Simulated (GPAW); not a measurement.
A calculation with GPAW 26.7.0 of AgCl (native input, structure from a POSCAR):

The input run.py:

```python
from ase.io import read
from gpaw import PW
from gpaw.dft import DFT

atoms = read('POSCAR')

dft = DFT(atoms,
          mode=PW(600),
          xc='PBE',
          kpts={'size': (8, 8, 8), 'gamma': True},
          occupations={'name': 'fermi-dirac', 'width': 0.05},
          nbands=23,
          convergence={'density': 1e-05, 'energy': 1e-05},
          maxiter=150,
          txt='gpaw.txt')
print(f'Energy: {dft.calculate_energy():.6f} eV')
print('Forces (eV/A):')
print(dft.calculate_forces().round(4))
print('Stress (eV/A^3):', dft.calculate_stress().round(6))
dft.write_gpw_file('gs.gpw')
```

POSCAR

```
AgCl
1.0
    3.4339730000      0.0000000000      0.0000000000
    0.0000000000      3.4339730000      0.0000000000
    0.0000000000      0.0000000000      3.4339730000
Ag Cl
1 1
Direct
    0.0000000000      0.0000000000      0.0000000000
    0.5000000000      0.5000000000      0.5000000000
```

Potentials or basis: GPAW PAW data sets (gpaw-data 1.2.1), pw.

Run with:

```console
$ OMP_NUM_THREADS=1 python run.py
```

Measurements of this composition are mostly on another form, of space group No. 225.

**Question.** Write the same calculation in another form: ASE script, structure typed inline.

**Answer.** As run:

The input run.py:

```python
from ase import Atoms
from ase.dft.bandgap import bandgap
from ase.io import write
from ase.units import Bohr, GPa
from gpaw import GPAW, PW
from gpaw.elf import elf_from_dft_calculation

atoms = Atoms(['Ag', 'Cl'],
              cell=[[3.433973, 0.0, 0.0],
                    [0.0, 3.433973, 0.0],
                    [0.0, 0.0, 3.433973]],
              scaled_positions=[[0.0, 0.0, 0.0],
                                [0.5, 0.5, 0.5]],
              pbc=True)

calc = GPAW(mode=PW(600),
            xc='PBE',
            kpts={'size': (8, 8, 8), 'gamma': True},
            occupations={'name': 'fermi-dirac', 'width': 0.05},
            nbands=23,
            convergence={'density': 1e-05, 'energy': 1e-05},
            maxiter=150,
            txt='gpaw.txt')
atoms.calc = calc
energy = atoms.get_potential_energy()
forces = atoms.get_forces()
stress = atoms.get_stress()
calc.write('gs.gpw')
write('result.traj', atoms)
print(f'Energy: {energy:.6f} eV')
print('Forces (eV/A):')
print(forces.round(4))
print('Stress (GPa):', (stress / GPa).round(3))
print('Fermi level:', round(calc.get_fermi_level(), 4), 'eV')
print(f'Gap: {bandgap(calc)[0]:.4f} eV, direct: {bandgap(calc, direct=True)[0]:.4f} eV')

# fields on the real-space grid
write('density.cube', atoms, data=calc.get_pseudo_density() * Bohr**3)
write('potential.cube', atoms, data=calc.get_electrostatic_potential())
write('elf.cube', atoms, data=elf_from_dft_calculation(calc).data)
```

Potentials or basis: GPAW PAW data sets (gpaw-data 1.2.1), pw.

The run is started by

```bash
$ OMP_NUM_THREADS=1 python run.py
```

Both were run:

|  | native input, structure from a POSCAR | ASE script, structure typed inline |
| --- | --- | --- |
| Pressure | -0.1 GPa | -0.1 GPa |
| Band gap on the k mesh | 0.56 eV, indirect (least direct gap 2.07 eV) | 0.56 eV, indirect (least direct gap 2.07 eV) |

Keys that steer only the numerical path or the files written may differ.
